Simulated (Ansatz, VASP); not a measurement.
# One calculation of SiC (Moissanite), two programs

```
CELL_PARAMETERS angstrom
3.07600 0.00000 0.00000
-1.53800 2.66389 0.00000
0.00000 0.00000 5.04800
ATOMIC_POSITIONS crystal
Si 0.33333 0.66667 0.00000
Si 0.66667 0.33333 0.50000
C 0.33333 0.66667 0.38500
C 0.66667 0.33333 0.88500
```

Alike in both runs: task single point; functional PBEsol; k mesh 6 × 6 × 4; no spin polarisation.

|  | VASP | Ansatz |
| --- | --- | --- |
| version | VASP 6.6.1 | Ansatz 0.2.0 |
| potentials or method | VASP PAW PBE potentials, release 64 (Si, C) | plane waves, PAW |
| plane-wave cutoff (eV) | 520 | 450 |
| occupations | gaussian, width 0.01 eV | fixed |
| valence electrons in the cell | 16 | 16 |

|  | VASP | Ansatz | Ansatz less VASP |
| --- | --- | --- | --- |
| gap on the k mesh at the Fermi level (eV) | 2.16 | 2.17 | +0.010 |

 As with any semilocal functional, this PBEsol gap is likely too small. A k mesh can miss the band edges.
